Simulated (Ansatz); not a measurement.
# A defect in a wire: armchair graphene nanoribbon (N = 5, H edges), vacancy of one C, part 2 of 5

Aim: how much does this defect scatter, and at which energies?

Ansatz 0.2.0; DFT PBE, plane waves, PAW; relaxation of a wire's period (the session's first sound run).

So far. Step 2 (The relaxed wire): The cell's length comes to 4.312 Å with spin left out.

## (3) The wire at its relaxed period

This step: DFT PBE, plane waves, PAW; channels and complex bands of a perfect wire (Ansatz 0.2.0).

At the relaxed period the Bloch states of the perfect wire are found at each energy: those that move forward count the open channels, and those that decay describe how a disturbance dies away inside the wire itself. An energy step of 0.035 eV is under the 0.039 eV that the program asks for its thermal average at 300 K.

The input, input.yaml:

```yaml
crystal:
  lattice:
    - [13.772, 0.0, 0.0]
    - [0.0, 7.0, 0.0]
    - [0.0, 0.0, 4.3124689628]
  atoms:
    - { symbol: C, position: [0.322995708, 0.5, 0.007723686] }
    - { symbol: C, position: [0.500011569, 0.5, 0.999749547] }
    - { symbol: C, position: [0.67702743, 0.5, 0.007723686] }
    - { symbol: C, position: [0.322995708, 0.5, 0.325609648] }
    - { symbol: C, position: [0.500011569, 0.5, 0.333583786] }
    - { symbol: C, position: [0.67702743, 0.5, 0.325609648] }
    - { symbol: H, position: [0.253305375, 0.5, 0.444400139] }
    - { symbol: H, position: [0.746717763, 0.5, 0.444400139] }
    - { symbol: C, position: [0.410350961, 0.5, 0.500138039] }
    - { symbol: C, position: [0.589672177, 0.5, 0.500138039] }
    - { symbol: C, position: [0.410350961, 0.5, 0.833195294] }
    - { symbol: C, position: [0.589672177, 0.5, 0.833195294] }
    - { symbol: H, position: [0.253305375, 0.5, 0.888933194] }
    - { symbol: H, position: [0.746717763, 0.5, 0.888933194] }
kpoints:
  mp_grid: { grid: [1, 1, 19] }
scf:
  occupations: { method: fermi_dirac, width: 0.05 }
hamiltonian:
  xc: pbe
output:
  transmission:
    e_range: [-1.26, 1.26]
    de: 0.035
    kmesh: [1, 1]
    reduced_basis: true
    leads: [[0, 0]]
basis:
  ecutwfc: "350 eV"
```

Started as:

```bash
$ ansatz run input.yaml --threads 4 --pin off --max-ram 16384MiB --backend cpu --events-out ev --progress --plain --runs-dir out
```

Numbers of over 12 decimals in the logs are rounded to 6 here.

The program printed:

```text
Warning: basis.ecutwfc = 350 eV is below the records' recommended 420 eV, and the density's cutoff is lower with it unless basis.ecutrho_ratio is high enough to keep the records' density cutoff: compare with a run at a higher cutoff
[...]
Crystal: 14 atoms, lattice volume = 415.739 Å³
Basis set: ecut = 350 eV, 6211 PW (Γ)
Bands: 36, of which v1, the nominal top of the filled ones, is band 22 counted from 1 (21 counted from 0)
Symmetry: 8 space group operations
[...]
k-points: 10 of 19
[...]
SCF iter   1: F=—  HF=-2572.289745 eV  |F-HF|=—  |Δ(HF+E_count)|=         —  Δρ=2.82e-3  dr2=8.08e-2  ethr=1.77e-3  ⟨swp⟩=7.4  Hψ=1965  notcnv=0  defer=28
[...]
SCF iter   7: F=-2572.276155 eV  HF=-2572.276155 eV  |F-HF|=4.28e-9  |Δ(HF+E_count)|=   2.06e-7  Δρ=3.11e-6  dr2=2.97e-8  ethr=2.27e-10  ⟨swp⟩=23.8  Hψ=2543  notcnv=0
the search or the solves at the SCF's close seem to have found levels that the self-consistency loop had missed (the run counts 1). By its estimate they hold under 1e-12 electrons; where the run keeps them, the occupations were computed again with them
SCF 1 converged in 7 iterations: F = -2572.276155 eV  dr2 = 2.97e-8
[...]
transmission: 8 of 8 steps passed
Second SCF, for the conductance: iteration 1, dr2 5.229e-7 eV
Second SCF, for the conductance: iteration 2, dr2 6.724e-8 eV
Second SCF, for the conductance: iteration 3, dr2 5.818e-9 eV
transmission: 8 of 8 steps passed
SCF converged after 7 iterations
Free energy (F): -2572.276155 eV
[...]
Internal energy: -2572.275258 eV  (E = F + TS)
E sigma→0 (E₀):  -2572.275707 eV
Entropy (-TS):   -0.000897 eV (-0.064 meV/atom)
Fermi energy:    -1.353279 eV
[...]
--- Band table (eV; the first three rows and the last of 10) ---
  k-point 0: bands = [... 18 lower, -4.7310, -4.1581, -3.0311, -1.5583, -1.1481, 0.0542, 1.3160, 1.7437, ... 10 higher]
  k-point 1: bands = [... 18 lower, -4.7673, -4.1508, -3.1457, -1.8162, -0.8980, 0.1860, 1.3371, 1.7075, ... 10 higher]
  k-point 2: bands = [... 18 lower, -4.8731, -4.1308, -3.4409, -2.2130, -0.5250, 0.5319, 1.4005, 1.6056, ... 10 higher]
  k-point 9: bands = [... 18 lower, -6.3753, -5.3148, -4.8320, -3.8064, 0.5712, 2.0464, 2.5314, 3.0159, ... 10 higher]
--- Transmission ---
  basis      : 703 plane waves across, 8 finite elements along
  points     : 1, standing for a mesh of 1 x 1
  filling    : by a second SCF (3 iterations) under fermi_dirac of width 0.025852 eV on a mesh of 1 x 1 x 62, whose Fermi level is -1.353117 eV
  energies   : 73 from -1.260000 to 1.260000 eV about the Fermi level, 0.035000 eV apart; the leads are filled to 0.000000 eV, and channels, transmission and decay are at 0.000000 eV
  crystal 0  : C10H4, at the sites [0, 0], period 4.3125 Å: whole cells are its period
    offset         : up to 0.0000 Å between an atom of the period and one for which it stands
    filled         : 7.7 meV over the level at which it is neutral
    channels       : 0.000000e0 a spin
    conductance    : 6.3138e10 S/m² at 300 K; may be off by some 0.0 % by where its bands' edges are placed, 4.1 % from the distance to neutral
    slowest decay  : 0.0380 /Å at (0.0000, 0.0000)
```

The job ended after 8.9 min (4 threads of Arm Neoverse V2, shared host; peak memory 4.3 GiB; 31 min of CPU time).

Numbers from this step:

| Property | Result |
| --- | --- |
| energy at zero smearing | -2572.2757 eV |
| channels at the energy nearest the Fermi level, one spin | 0 |
| conductance of the lead as this run defines it | 7.86e-4 G₀ |
| slowest decay in the lead at the energy nearest the Fermi level | 0.038 Å⁻¹ |
| band gap on the path through both edges | 0.4102 eV |

Open channels of the lead, one spin against energy, zero at the Fermi level:

```tsv
energy (eV)	open channels of the lead, one spin
-1.26	1
-1.19	1
-1.12	1
-1.05	1
-0.98	1
-0.91	1
-0.84	1
-0.77	1
-0.70	1
-0.63	1
-0.59	1
-0.53	1
-0.46	1
-0.39	1
-0.32	1
-0.24	1
-0.17	0
-0.10	0
-0.04	0
0.00	0
0.04	0
0.10	0
0.17	0
0.24	1
0.32	1
0.39	1
0.46	1
0.53	1
0.59	1
0.63	1
0.70	1
0.77	1
0.84	1
0.91	1
0.98	1
1.05	1
1.12	1
1.19	1
1.26	1
```

The slowest values at each energy, most degenerate partners merged, listed up to 1.5 1/Å. The Im kz of the slowest decaying states by energy, zero at the Fermi level:

```tsv
energy (eV)	decay 1 (Å⁻¹)	decay 2 (Å⁻¹)	decay 3 (Å⁻¹)	decay 4 (Å⁻¹)
-1.26	0.133	0.469	0.476	0.502
-1.16	0.145	0.476	0.481	0.506
-1.05	0.155	0.482	0.485	0.510
-0.94	0.163	0.487	0.488	0.512
-0.84	0.170	0.492	0.492	0.513
-0.77	0.173	0.494	0.495	0.513
-0.67	0.178	0.497	0.500	0.513
-0.56	0.182	0.500	0.504	0.511
-0.46	0.184	0.503	0.507	0.509
-0.35	0.186	0.505	0.505	0.510
-0.24	0.187	0.501	0.507	0.513
-0.14	0.0288	0.187	0.496	0.509
-0.04	0.0376	0.186	0.490	0.511
0.00	0.0380	0.186	0.488	0.512
0.04	0.0372	0.185	0.485	0.512
0.14	0.0263	0.183	0.478	0.514
0.24	0.179	0.470	0.515	0.523
0.35	0.175	0.461	0.516	0.524
0.46	0.170	0.450	0.517	0.525
0.56	0.164	0.439	0.517	0.526
0.67	0.157	0.427	0.518	0.526
0.77	0.148	0.414	0.518	0.526
0.84	0.141	0.404	0.518	0.526
0.94	0.130	0.388	0.518	0.526
1.05	0.116	0.371	0.518	0.525
1.16	0.0987	0.352	0.517	0.524
1.26	0.0758	0.331	0.517	0.522
```

By hand: the program gives 6.3138 × 10^10 S/m² over the cell's cross-section of 96.40 Å² = 9.640 × 10^-19 m², so one cell conducts 6.087 × 10^-8 S. Divided by G0 = 2e²/h = 7.748 × 10^-5 S this is 7.9e-4 G0, a resistance of 16429 kΩ.

At the computed energy nearest the Fermi level there are 0 channels a spin, and the thermal average gives 7.9e-4 G₀; the gap is 0.41 eV.

[end of part 2 of 5]

[Logs are printed without paths, hosts, clocks, repeated set-up lines and the standing remarks that a program may print on its own settings, such as how far it seeks lower states.]

[Hosts, paths, dates, database ids (printed as entryN), source tags and the programs' standing remarks are cut or masked in the printed files.]
